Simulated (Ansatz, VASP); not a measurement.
## Two plane-wave programs on SiW3

```
CELL_PARAMETERS angstrom
-2.52742 2.52742 2.52742
2.52742 -2.52742 2.52742
2.52742 2.52742 -2.52742
ATOMIC_POSITIONS crystal
Si 0.00000 0.00000 0.00000
W 0.50000 0.50000 0.00000
W 0.50000 0.00000 0.50000
W 0.00000 0.50000 0.50000
```

Alike in both runs: task single point; functional PBE; k mesh 12 × 12 × 12; occupations gaussian, width 0.1 eV; no spin polarisation.

```csv
,VASP,Ansatz
version,VASP 6.6.1,Ansatz 0.2.0
potentials or method,"VASP PAW PBE potentials, release 64 (Si, W_sv)","scalar-relativistic, plane waves, PAW"
plane-wave cutoff (eV),520,420
valence electrons in the cell,46,46
```

|  | VASP | Ansatz | Ansatz less VASP |
| --- | --- | --- | --- |
| gap on the k mesh at the Fermi level (eV) | none | none | - |
| pressure (GPa) | 21.2 | 20.5 | -0.66 |

A gap of «none» marks a metal or a gap that the smearing closes.

Caveats: so large a pressure means that the cell lies far from this level's equilibrium, or that cutoff or potentials fall short (VASP). Spin-orbit coupling is left out, which matters for the levels of W.
